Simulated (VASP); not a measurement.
**Input and output of a VASP PBE single-point calculation on NaF (strained CsCl)**

INCAR

```
NELM = 120
EDIFF = 1E-7
LASPH = .TRUE.
LCHARG = .TRUE.
LELF = .TRUE.
ENCUT = 520
PREC = Accurate
ISIF = 2
NSW = 0
IBRION = -1
GGA = PE
LREAL = .FALSE.
SIGMA = 0.02
ISMEAR = -1
NBANDS = 14
LWAVE = .FALSE.
```

KPOINTS

```
KPOINTS created by Atomic Simulation Environment
0
Gamma
10 10 10
0 0 0
```

KPOINTS_OPT

```
special points
5
Reciprocal
0.0000000000 0.0000000000 0.0000000000 1
0.0000000000 0.5000000000 0.0000000000 1
0.5000000000 0.5000000000 0.0000000000 1
0.5000000000 0.5000000000 0.5000000000 1
0.0000000000 0.5000000000 0.5000000000 1
```

POSCAR

```
Na F
 1.0000000000000000
     2.6853773406000001    0.0000000000000000    0.0000000000000000
     0.0000000000000000    2.6853773406000001    0.0000000000000000
     0.0000000000000000    0.0000000000000000    2.7934852185999999
 Na  F
   1   1
Cartesian
  0.0000000000000000  0.0000000000000000  0.0000000000000000
  1.3426886703000001  1.3426886703000001  1.3967426092999997
```

VASP ran with the recommended PBE PAW datasets (14 valence electrons in the cell).

Command

```
mpirun -np 1 vasp_std
```

From OUTCAR

```
k-points           NKPTS =    126   k-points in BZ     NKDIM =    126   number of bands    NBANDS=     14

   NELECT =      14.0000    total number of electrons

   dimension x,y,z NGX =    20 NGY =   20 NGZ =   24
   dimension x,y,z NGXF=    40 NGYF=   40 NGZF=   48

  energy-cutoff  :      520.00
  volume of cell :       20.14
      direct lattice vectors                 reciprocal lattice vectors
     2.685377341  0.000000000  0.000000000     0.372387145  0.000000000  0.000000000
     0.000000000  2.685377341  0.000000000     0.000000000  0.372387145  0.000000000
     0.000000000  0.000000000  2.793485219     0.000000000  0.000000000  0.357975762

 k-points in reciprocal lattice and weights: KPOINTS created by Atomic Simulation Env
   0.00000000  0.00000000  0.00000000       0.001
   0.10000000  0.00000000  0.00000000       0.004
   0.20000000  0.00000000  0.00000000       0.004
   0.30000000  0.00000000  0.00000000       0.004
   0.40000000  0.00000000  0.00000000       0.004
   0.50000000  0.00000000  0.00000000       0.002
   0.10000000  0.10000000  0.00000000       0.004
   0.20000000  0.10000000  0.00000000       0.008
   ...

 E-fermi :   0.3838

 k-point     1 :       0.0000    0.0000    0.0000
  band No.  band energies     occupation
      1     -20.2524      2.00000
      2     -20.0426      2.00000
      3     -20.0222      2.00000
      4     -20.0222      2.00000
      5      -0.6880      2.00000
      6      -0.3845      2.00000
      7      -0.3845      2.00000
      8       6.5225      0.00000
      9      15.6462      0.00000
     10      16.4049      0.00000
     11      24.3417      0.00000
     12      25.6323      0.00000
     13      25.6323      0.00000
     14      31.9472      0.00000

 k-point     2 :       0.1000    0.0000    0.0000
  band No.  band energies     occupation
      1     -20.4380      2.00000
      2     -20.0381      2.00000
      3     -20.0182      2.00000
      4     -19.8293      2.00000
      5      -0.7091      2.00000
      6      -0.6736      2.00000
      7      -0.3704      2.00000
      8       6.8869      0.00000
      9      15.7781      0.00000
     10      16.3939      0.00000
     11      24.2882      0.00000
     12      25.5879      0.00000
     13      25.8812      0.00000
     14      30.7639      0.00000

 k-point     3 :       0.2000    0.0000    0.0000
  band No.  band energies     occupation
      1     -20.6824      2.00000
      2     -20.0264      2.00000
      3     -20.0077      2.00000
      4     -19.5630      2.00000
      5      -1.4620      2.00000
      6      -0.6359      2.00000
      7      -0.3332      2.00000
      8       7.8127      0.00000
      9      15.6745      0.00000
     10      16.7176      0.00000
     11      24.1378      0.00000
     12      25.4685      0.00000
     13      26.8067      0.00000
     14      28.9730      0.00000

 k-point     4 :       0.3000    0.0000    0.0000
  band No.  band energies     occupation
      1     -20.8891      2.00000
      2     -20.0119      2.00000
      3     -19.9947      2.00000
      4     -19.3240      2.00000
      5      -2.2665      2.00000
      6      -0.5886      2.00000
      7      -0.2866      2.00000
      8       9.0453      0.00000
      9      14.8616      0.00000
     10      17.6924      0.00000
     11      23.9233      0.00000
     12      25.3144      0.00000
     13      26.0247      0.00000
     14      27.5762      0.00000

 k-point     5 :       0.4000    0.0000    0.0000
  band No.  band energies     occupation
      1     -21.0275      2.00000
      2     -20.0002      2.00000
      3     -19.9842      2.00000
      4     -19.1546      2.00000
      5      -2.8517      2.00000
      6      -0.5499      2.00000
      7      -0.2486      2.00000
      8      10.4073      0.00000
      9      13.6609      0.00000
     10      19.0975      0.00000
     11      23.3903      0.00000
     12      23.7179      0.00000
     13      25.1802      0.00000
     14      26.7491      0.00000

 k-point     6 :       0.5000    0.0000    0.0000
  band No.  band energies     occupation
      1     -21.0761      2.00000
      2     -19.9957      2.00000
      3     -19.9802      2.00000
      4     -19.0925      2.00000
      5      -3.0636      2.00000
      6      -0.5350      2.00000
      7      -0.2339      2.00000
      8      11.3882      0.00000
      9      12.7172      0.00000
     10      20.4622      0.00000
     11      21.6151      0.00000
     12      23.6298      0.00000
     13      25.1250      0.00000
     14      26.4832      0.00000

 k-point     7 :       0.1000    0.1000    0.0000
  band No.  band energies     occupation
      1     -20.5131      2.00000
      2     -20.0537      2.00000
      3     -20.0338      2.00000
      4     -19.7093      2.00000
      5      -0.7791      2.00000
      6      -0.6583      2.00000
      7      -0.5860      2.00000
      8       7.2290      0.00000
      9      15.9169      0.00000
     10      16.3687      0.00000
     11      24.2432      0.00000
     12      25.0647      0.00000
     13      26.6516      0.00000
     14      29.8025      0.00000

 k-point     8 :       0.2000    0.1000    0.0000
  band No.  band energies     occupation
      1     -20.6816      2.00000
      2     -20.0609      2.00000
      3     -20.0223      2.00000
      4     -19.5063      2.00000
      5      -1.4374      2.00000
      6      -0.6177      2.00000
      7      -0.5912      2.00000
      8       8.1091      0.00000
      9      15.8146      0.00000
     10      16.6443      0.00000
     11      24.1133      0.00000
     12      24.8166      0.00000
     13      27.2302      0.00000
     14      27.8918      0.00000

 k-point     9 :       0.3000    0.1000    0.0000
  band No.  band energies     occupation
      1     -20.8553      2.00000
      2     -20.0429      2.00000
      3     -20.0082      2.00000
      4     -19.3121      2.00000
      5      -2.2102      2.00000
      6      -0.5669      2.00000
      7      -0.5254      2.00000
      8       9.2967      0.00000
      9      14.9797      0.00000
     10      17.5134      0.00000
     11      23.9186      0.00000
     12      24.4749      0.00000
     13      25.4108      0.00000
     14      27.1668      0.00000

 k-point    10 :       0.4000    0.1000    0.0000
  band No.  band energies     occupation
      1     -20.9796      2.00000
      2     -20.0242      2.00000
      3     -19.9967      2.00000
      4     -19.1709      2.00000
      5      -2.7775      2.00000
      6      -0.5252      2.00000
      7      -0.4690      2.00000
      8      10.6331      0.00000
      9      13.7539      0.00000
     10      18.7067      0.00000
     11      22.5919      0.00000
     12      23.7224      0.00000
     13      25.5800      0.00000
     14      26.4037      0.00000

 k-point    11 :       0.5000    0.1000    0.0000
  band No.  band energies     occupation
      1     -21.0244      2.00000
      2     -20.0167      2.00000
      3     -19.9923      2.00000
      4     -19.1188      2.00000
      5      -2.9836      2.00000
      6      -0.5091      2.00000
      7      -0.4471      2.00000
      8      11.6578      0.00000
      9      12.7465      0.00000
     10      19.6825      0.00000
     11      21.3252      0.00000
     12      23.6356      0.00000
     13      25.8357      0.00000
     14      26.1576      0.00000

 k-point    12 :       0.2000    0.2000    0.0000
  band No.  band energies     occupation
      1     -20.7021      2.00000
      2     -20.1364      2.00000
      3     -20.0116      2.00000
      4     -19.3972      2.00000
      5      -1.5001      2.00000
      6      -1.0773      2.00000
      7      -0.5696      2.00000
      8       8.8859      0.00000
      9      16.1557      0.00000
     10      16.3040      0.00000
     11      24.0354      0.00000
     12      24.3275      0.00000
     13      25.1959      0.00000
     14      27.2944      0.00000

 k-point    13 :       0.3000    0.2000    0.0000
  band No.  band energies     occupation
      1     -20.7698      2.00000
      2     -20.1509      2.00000
      3     -19.9983      2.00000
      4     -19.2945      2.00000
      5      -2.0687      2.00000
      6      -1.0966      2.00000
      7      -0.5094      2.00000
      8       9.9587      0.00000
      9      15.2862      0.00000
     10      16.8938      0.00000
     11      22.8777      0.00000
     12      23.8991      0.00000
     13      25.1113      0.00000
     14      26.2409      0.00000

 ...

  Total        1.6504192      1.6504192      0.7190546      0.0000000      0.0000000     -0.0000000
  in kB      131.2646670    131.2646670     57.1893892      0.0000000      0.0000000     -0.0000000
  external PRESSURE =     106.5729077 kB  Pullay stress =       0.0000000 kB

 POSITION                                       TOTAL-FORCE (eV/Angst)
 -----------------------------------------------------------------------------------
      0.00000      0.00000      0.00000         0.000000      0.000000      0.000000
      1.34269      1.34269      1.39674         0.000000      0.000000      0.000000
 -----------------------------------------------------------------------------------
    total drift:                                0.000000      0.000000      0.000000

  FREE ENERGIE OF THE ION-ELECTRON SYSTEM (eV)
  ---------------------------------------------------
  free  energy   TOTEN  =        -8.1402282602 eV

  energy  without entropy=       -8.1402282602  energy(sigma->0) =       -8.14022826
```

```json
{"gap between bands v and c": "6.56 eV", "least direct gap": "6.91 eV", "pressure": "10.7 GPa"}
```

Band v is the last that the valence electrons fill when counted band by band, and c is the next.

The run took about 21 s on one core of a shared host (Intel Xeon Platinum 8488C) and held 0.16 GiB at most.
